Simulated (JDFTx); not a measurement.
# Zr (P6_3/mmc) in JDFTx: further runs

Aim: see how the results for Zr move with the level of theory and the settings. Levels: PBE, PBEsol, RPBE. Tasks: band structure.

Program: JDFTx 1.7.0 (patched build). These are calculated values, not measurements. Logs are shortened: lines on timing, memory, paths and dates and some standing lists are left out, and cuts for length are marked. The log counts tension as positive stress, the text compression.

### Step 1. The structure

Symmetry: P6_3/mmc, No. 194, hexagonal system. Conventional cell: a = 3.232 Å, b = 3.232 Å, c = 5.147 Å, α = 90.00°, β = 90.00°, γ = 120.00°. Zr (site symmetry -6m2) has 12 Zr at 3.18 to 3.23 Å as nearest neighbours.

### Step 2. Band structure, PBE

The input, bands.in:

```
lattice \
    6.1075948348    -3.0537974174     0.0000000000 \
    0.0000000000     5.2893322829     0.0000000000 \
    0.0000000000     0.0000000000     9.7264203634
coords-type Lattice
ion Zr     0.6666666667     0.3333333333     0.7500000000 1
ion Zr     0.3333333333     0.6666666667     0.2500000000 1

ion-species pseudo/Zr.upf
elec-cutoff 33 264
elec-ex-corr gga-PBE
elec-smearing Fermi 0.0018374661
elec-n-bands 18
electronic-minimize nIterations 30 energyDiffThreshold 1e-06
davidson-band-ratio 1.3
forces-output-coords Cartesian
include path.kpoints
symmetries none
fix-electron-density run.$VAR

dump-name bands.$VAR
dump End Ecomponents EigStats BandEigs Kpoints Forces
```

The input, path.kpoints:

```
kpoint +0.0000000000 +0.0000000000 +0.0000000000 0.020000000000
kpoint +0.0833333333 +0.0000000000 +0.0000000000 0.020000000000
kpoint +0.1666666667 +0.0000000000 +0.0000000000 0.020000000000
kpoint +0.2500000000 +0.0000000000 +0.0000000000 0.020000000000
kpoint +0.3333333333 +0.0000000000 +0.0000000000 0.020000000000
kpoint +0.4166666667 +0.0000000000 +0.0000000000 0.020000000000
kpoint +0.5000000000 +0.0000000000 +0.0000000000 0.020000000000
kpoint +0.4444444444 +0.1111111111 +0.0000000000 0.020000000000
kpoint +0.3888888889 +0.2222222222 +0.0000000000 0.020000000000
kpoint +0.3333333333 +0.3333333333 +0.0000000000 0.020000000000
kpoint +0.2916666667 +0.2916666667 +0.0000000000 0.020000000000
kpoint +0.2500000000 +0.2500000000 +0.0000000000 0.020000000000
kpoint +0.2083333333 +0.2083333333 +0.0000000000 0.020000000000
kpoint +0.1666666667 +0.1666666667 +0.0000000000 0.020000000000
kpoint +0.1250000000 +0.1250000000 +0.0000000000 0.020000000000
kpoint +0.0833333333 +0.0833333333 +0.0000000000 0.020000000000
kpoint +0.0416666667 +0.0416666667 +0.0000000000 0.020000000000
kpoint +0.0000000000 +0.0000000000 +0.0000000000 0.020000000000
kpoint +0.0000000000 +0.0000000000 +0.1666666667 0.020000000000
kpoint +0.0000000000 +0.0000000000 +0.3333333333 0.020000000000
kpoint +0.0000000000 +0.0000000000 +0.5000000000 0.020000000000
kpoint +0.0714285714 +0.0000000000 +0.5000000000 0.020000000000
kpoint +0.1428571429 +0.0000000000 +0.5000000000 0.020000000000
kpoint +0.2142857143 +0.0000000000 +0.5000000000 0.020000000000
kpoint +0.2857142857 +0.0000000000 +0.5000000000 0.020000000000
kpoint +0.3571428571 +0.0000000000 +0.5000000000 0.020000000000
kpoint +0.4285714286 +0.0000000000 +0.5000000000 0.020000000000
kpoint +0.5000000000 +0.0000000000 +0.5000000000 0.020000000000
kpoint +0.4583333333 +0.0833333333 +0.5000000000 0.020000000000
kpoint +0.4166666667 +0.1666666667 +0.5000000000 0.020000000000
kpoint +0.3750000000 +0.2500000000 +0.5000000000 0.020000000000
kpoint +0.3333333333 +0.3333333333 +0.5000000000 0.020000000000
kpoint +0.2962962963 +0.2962962963 +0.5000000000 0.020000000000
kpoint +0.2592592593 +0.2592592593 +0.5000000000 0.020000000000
kpoint +0.2222222222 +0.2222222222 +0.5000000000 0.020000000000
kpoint +0.1851851852 +0.1851851852 +0.5000000000 0.020000000000
kpoint +0.1481481481 +0.1481481481 +0.5000000000 0.020000000000
kpoint +0.1111111111 +0.1111111111 +0.5000000000 0.020000000000
kpoint +0.0740740741 +0.0740740741 +0.5000000000 0.020000000000
kpoint +0.0370370370 +0.0370370370 +0.5000000000 0.020000000000
kpoint +0.0000000000 +0.0000000000 +0.5000000000 0.020000000000
kpoint +0.5000000000 +0.0000000000 +0.5000000000 0.020000000000
kpoint +0.5000000000 +0.0000000000 +0.3333333333 0.020000000000
kpoint +0.5000000000 +0.0000000000 +0.1666666667 0.020000000000
kpoint +0.5000000000 +0.0000000000 +0.0000000000 0.020000000000
kpoint +0.3333333333 +0.3333333333 +0.0000000000 0.020000000000
kpoint +0.3333333333 +0.3333333333 +0.1250000000 0.020000000000
kpoint +0.3333333333 +0.3333333333 +0.2500000000 0.020000000000
kpoint +0.3333333333 +0.3333333333 +0.3750000000 0.020000000000
kpoint +0.3333333333 +0.3333333333 +0.5000000000 0.020000000000
```

Potentials or basis: PseudoDojo-SR-PBE-0.5-standard with smoothed tails.

On the command line:

```sh
$ jdftx -c 1 -i bands.in -o bands.out
```

What it wrote:

```text
*************** JDFTx 1.7.0 (patched build) ***************

Input parsed successfully to the following command list (including defaults):
[... the input with its defaults ...]

---------- Initializing the Grid ----------
R =
[      6.10759      -3.0538            0  ]
[            0      5.28933            0  ]
[            0            0      9.72642  ]
unit cell volume = 314.213
G =
[    1.02875   0.593949         -0  ]
[          0     1.1879          0  ]
[          0         -0   0.645992  ]
Minimum fftbox size, Smin = [  48  48  72  ]
Chosen fftbox size, S = [  48  48  72  ]

---------- Initializing tighter grid for wavefunction operations ----------
R =
[      6.10759      -3.0538            0  ]
[            0      5.28933            0  ]
[            0            0      9.72642  ]
unit cell volume = 314.213
G =
[    1.02875   0.593949         -0  ]
[          0     1.1879          0  ]
[          0         -0   0.645992  ]
Minimum fftbox size, Smin = [  32  32  52  ]
Chosen fftbox size, S = [  32  32  54  ]

---------- Exchange Correlation functional ----------
Initalized PBE GGA exchange.
Initalized PBE GGA correlation.

---------- Setting up pseudopotentials ----------
Width of ionic core gaussian charges (only for fluid interactions / plotting) set to 0

Reading pseudopotential file 'pseudo/Zr.upf':
  'Zr' pseudopotential, 'PBE' functional
  Generated using ONCVPSP code by D. R. Hamann
  12 valence electrons, 4 orbitals, 6 projectors, 1001 radial grid points, with lMax = 2
    4S    l: 0   occupation:  2.0   eigenvalue: -2.003021
    4P    l: 1   occupation:  6.0   eigenvalue: -1.192945
    4D    l: 2   occupation:  2.0   eigenvalue: -0.132262
    5S    l: 0   occupation:  2.0   eigenvalue: -0.163149
  Core radius for overlap checks: 1.48 bohrs.

Initialized 1 species with 2 total atoms.

Folded 50 k-points by 1x1x1 to 50 k-points.

---------- Setting up k-points, bands, fillings ----------
No reducable k-points.
Computing the number of bands and number of electrons
Calculating initial fillings.
nElectrons:  24.000000   nBands: 18   nStates: 50

----- Setting up reduced wavefunction bases (one per k-point) -----
average nbasis = 2845.060 , ideal nbasis = 2845.044

---------- Setting up ewald sum ----------
Optimum gaussian width for ewald sums = 2.416275 bohr.
Real space sum over 1521 unit cells with max indices [  6  6  4  ]
Reciprocal space sum over 2057 terms with max indices [  5  5  8  ]

---------- Allocating electronic variables ----------
Reading n from file 'run.n' ... done
Initializing wave functions:  linear combination of atomic orbitals

----------- Band structure minimization -------------
Minimization will be done independently for each quantum number.

---- Minimization of quantum number:     0  [ +0.0000000 +0.0000000 +0.0000000 ]  0.040000000 ----
BandDavidson: Iter:   0  Eband: +0.005838212464755
BandDavidson: Iter:   1  Eband: +0.004611405141096  dEband: -1.226807e-03
BandDavidson: Iter:   2  Eband: -0.000011766468873  dEband: -4.623172e-03
BandDavidson: Iter:   3  Eband: -0.000279981551935  dEband: -2.682151e-04
[... 602 lines of inner loops ...]
BandDavidson: Iter:   9  Eband: +0.004520775047995  dEband: -1.264912e-06
BandDavidson: Iter:  10  Eband: +0.004519967538641  dEband: -8.075094e-07
BandDavidson: Converged (dEband<1.000000e-06)
	FillingsUpdate:  mu: +0.521169282  nElectrons: 24.000000
WARNING: these k-points are no uniform mesh, so that mu and the fillings of partly filled bands are only those of these points: take mu from the calculation that made the density or potential.

Dumping 'bands.eigStats' ...
	eMin: -1.276007 at state 17 ( [ +0.000000 +0.000000 +0.000000 ] spin 0 )
	HOMO: +0.520559 at state 20 ( [ +0.000000 +0.000000 +0.500000 ] spin 0 )
	mu  : +0.521169
	LUMO: +0.522310 at state 47 ( [ +0.333333 +0.333333 +0.250000 ] spin 0 )
	eMax: +0.713556 at state 44 ( [ +0.500000 +0.000000 +0.000000 ] spin 0 )
	HOMO-LUMO gap: +0.001751
	Optical gap  : +0.008335 at state 15 ( [ +0.083333 +0.083333 +0.000000 ] spin 0 )
Done!
[note: mu, HOMO and LUMO in a band run belong to the points of the path alone and aren't those of the crystal]
```

Wall time 15 s (1 thread of Arm Neoverse V2, shared host); peak memory 0.1 GiB.

Results:

- Band gap along the path: none (metal or under the smearing width)

Levels at the corners of the path, in eV from the Fermi level:
```
point  band 10  band 11  band 12  band 13  band 14  band 15
    Γ    -3.04     0.85     0.85     1.00     1.16     1.54
    M    -2.52    -2.16    -0.23     0.52     0.77     1.45
    K    -1.37    -1.37    -1.15     0.25     0.25     1.79
    Γ    -3.04     0.85     0.85     1.00     1.15     1.54
    A    -3.96     0.03     0.03     0.75     0.75     0.75
    L    -2.88    -1.07    -1.07     1.61     1.61     2.19
    H    -1.45    -1.29    -1.29    -0.05    -0.05     2.03
    A    -3.96     0.03     0.03     0.75     0.75     0.75
    L    -2.88    -1.07    -1.07     1.61     1.61     2.19
    M    -2.52    -2.16    -0.23     0.52     0.77     1.45
    K    -1.37    -1.37    -1.15     0.25     0.25     1.79
    H    -1.45    -1.29    -1.29    -0.05    -0.05     2.03
```

### Step 3. Band structure, PBEsol

Edit bands.in of step 2 so:

```diff
@@ -4,5 +4,5 @@
     0.0000000000     0.0000000000     9.7264203634
-coords-type Lattice
-ion Zr     0.6666666667     0.3333333333     0.7500000000 1
-ion Zr     0.3333333333     0.6666666667     0.2500000000 1
+coords-type Cartesian
+ion Zr     3.0537974177     1.7631107608     7.2948152726 1
+ion Zr    -0.0000000003     3.5262215221     2.4316050909 1
 
@@ -10,3 +10,3 @@
 elec-cutoff 33 264
-elec-ex-corr gga-PBE
+elec-ex-corr gga-PBEsol
 elec-smearing Fermi 0.0018374661
```

path.kpoints is that of step 2.

Potentials or basis: PseudoDojo-SR-PBEsol-0.4.1-standard with smoothed tails.

On the command line:

```sh
$ jdftx -c 1 -i bands.in -o bands.out
```

Run time: 15 s. Hardware: 1 thread of Arm Neoverse V2, shared host; peak memory 0.1 GiB.

It converged, with:

- Band gap along the path: none (metal or under the smearing width)

Levels at the corners of the path, in eV from the Fermi level:
```csv
point,band 8,band 9,band 10,band 11,band 12,band 13,band 14,band 15,band 16
Γ,-26.29,-5.68,-3.05,0.84,0.84,1.00,1.17,1.54,1.54
M,-26.40,-2.58,-2.53,-2.16,-0.22,0.51,0.77,1.45,4.90
K,-26.68,-2.12,-1.37,-1.37,-1.15,0.25,0.25,1.79,4.32
Γ,-26.29,-5.68,-3.05,0.84,0.84,1.00,1.17,1.54,1.54
A,-26.36,-3.97,-3.97,0.03,0.03,0.75,0.75,0.75,0.75
L,-26.52,-2.89,-2.89,-1.07,-1.07,1.62,1.62,2.19,2.19
H,-26.46,-1.47,-1.47,-1.29,-1.29,-0.03,-0.03,2.02,2.02
A,-26.36,-3.97,-3.97,0.03,0.03,0.75,0.75,0.75,0.75
L,-26.52,-2.89,-2.89,-1.07,-1.07,1.62,1.62,2.19,2.19
M,-26.40,-2.58,-2.53,-2.16,-0.22,0.51,0.77,1.45,4.90
K,-26.68,-2.12,-1.37,-1.37,-1.15,0.25,0.25,1.79,4.32
H,-26.46,-1.47,-1.47,-1.29,-1.29,-0.03,-0.03,2.02,2.02
```

### Step 4. Band structure, RPBE

The input, bands.in:

```
lattice \
    3.2320000000    -1.6160000000     0.0000000000 \
    0.0000000000     2.7989941050     0.0000000000 \
    0.0000000000     0.0000000000     5.1470000000
latt-scale 1.889726124626 1.889726124626 1.889726124626
coords-type Lattice
ion Zr     0.6666666667     0.3333333333     0.7500000000 1
ion Zr     0.3333333333     0.6666666667     0.2500000000 1

ion-species pseudo/Zr.upf
elec-cutoff 33 264
elec-ex-corr gga-x-rpbe gga-c-pbe
elec-smearing Fermi 0.0018374661
elec-n-bands 18
electronic-minimize nIterations 30 energyDiffThreshold 1e-06
davidson-band-ratio 1.3
forces-output-coords Cartesian
include path.kpoints
symmetries none
fix-electron-density run.$VAR

dump-name bands.$VAR
dump End Ecomponents EigStats BandEigs Kpoints Forces
```

path.kpoints is that of step 3.

Potentials or basis: PseudoDojo-SR-PBE-0.5-standard with smoothed tails.

On the command line:

```sh
$ jdftx -c 1 -i bands.in -o bands.out
```

What it wrote:

```text
*************** JDFTx 1.7.0 (patched build) ***************

Input parsed successfully to the following command list (including defaults):
[... the input with its defaults ...]

---------- Initializing the Grid ----------
R =
[      6.10759      -3.0538            0  ]
[            0      5.28933            0  ]
[            0            0      9.72642  ]
unit cell volume = 314.213
G =
[    1.02875   0.593949         -0  ]
[          0     1.1879          0  ]
[          0         -0   0.645992  ]
Minimum fftbox size, Smin = [  48  48  72  ]
Chosen fftbox size, S = [  48  48  72  ]

---------- Initializing tighter grid for wavefunction operations ----------
R =
[      6.10759      -3.0538            0  ]
[            0      5.28933            0  ]
[            0            0      9.72642  ]
unit cell volume = 314.213
G =
[    1.02875   0.593949         -0  ]
[... 31 lines left out ...]

----- Setting up reduced wavefunction bases (one per k-point) -----
average nbasis = 2845.060 , ideal nbasis = 2845.044

---------- Setting up ewald sum ----------
Optimum gaussian width for ewald sums = 2.416275 bohr.
Real space sum over 1521 unit cells with max indices [  6  6  4  ]
Reciprocal space sum over 2057 terms with max indices [  5  5  8  ]

---------- Allocating electronic variables ----------
Reading n from file 'run.n' ... done
Initializing wave functions:  linear combination of atomic orbitals

----------- Band structure minimization -------------
Minimization will be done independently for each quantum number.

---- Minimization of quantum number:     0  [ +0.0000000 +0.0000000 +0.0000000 ]  0.040000000 ----
BandDavidson: Iter:   0  Eband: +0.007233542557282
BandDavidson: Iter:   1  Eband: +0.006027245358068  dEband: -1.206297e-03
BandDavidson: Iter:   2  Eband: +0.001350365618117  dEband: -4.676880e-03
BandDavidson: Iter:   3  Eband: +0.001075897251950  dEband: -2.744684e-04
[... 608 lines of inner loops ...]
BandDavidson: Iter:   9  Eband: +0.005829853889115  dEband: -1.195420e-06
BandDavidson: Iter:  10  Eband: +0.005829068258976  dEband: -7.856301e-07
BandDavidson: Converged (dEband<1.000000e-06)
	FillingsUpdate:  mu: +0.523931807  nElectrons: 24.000000
WARNING: these k-points are no uniform mesh, so that mu and the fillings of partly filled bands are only those of these points: take mu from the calculation that made the density or potential.

Dumping 'bands.eigStats' ...
	eMin: -1.276047 at state 17 ( [ +0.000000 +0.000000 +0.000000 ] spin 0 )
	HOMO: +0.523631 at state 35 ( [ +0.185185 +0.185185 +0.500000 ] spin 0 )
	mu  : +0.523932
	LUMO: +0.525041 at state 47 ( [ +0.333333 +0.333333 +0.250000 ] spin 0 )
	eMax: +0.716386 at state 44 ( [ +0.500000 +0.000000 +0.000000 ] spin 0 )
	HOMO-LUMO gap: +0.001409
	Optical gap  : +0.007258 at state 15 ( [ +0.083333 +0.083333 +0.000000 ] spin 0 )
Done!
[note: mu, HOMO and LUMO in a band run belong to the points of the path alone and aren't those of the crystal]
```

Wall time 15 s (1 thread of Arm Neoverse V2, shared host); peak memory 0.1 GiB.

Results:

```
Band gap along the path : none (metal or under the smearing width)
```

Levels at the corners of the path, in eV from the Fermi level:
```tsv
point	band 9	band 10	band 11	band 12	band 13	band 14	band 15	band 16
Γ	-5.67	-3.04	0.86	0.86	1.01	1.12	1.55	1.55
M	-2.57	-2.52	-2.15	-0.26	0.53	0.77	1.45	4.87
K	-2.10	-1.38	-1.38	-1.16	0.26	0.26	1.80	4.29
Γ	-5.67	-3.04	0.86	0.86	1.01	1.12	1.55	1.55
A	-3.96	-3.96	0.03	0.03	0.76	0.76	0.76	0.76
L	-2.87	-2.87	-1.06	-1.06	1.59	1.59	2.20	2.20
H	-1.44	-1.44	-1.30	-1.30	-0.06	-0.06	2.04	2.04
A	-3.96	-3.96	0.03	0.03	0.76	0.76	0.76	0.76
L	-2.87	-2.87	-1.06	-1.06	1.59	1.59	2.20	2.20
M	-2.57	-2.52	-2.15	-0.26	0.53	0.77	1.45	4.87
K	-2.10	-1.38	-1.38	-1.16	0.26	0.26	1.80	4.29
H	-1.44	-1.44	-1.30	-1.30	-0.06	-0.06	2.04	2.04
```
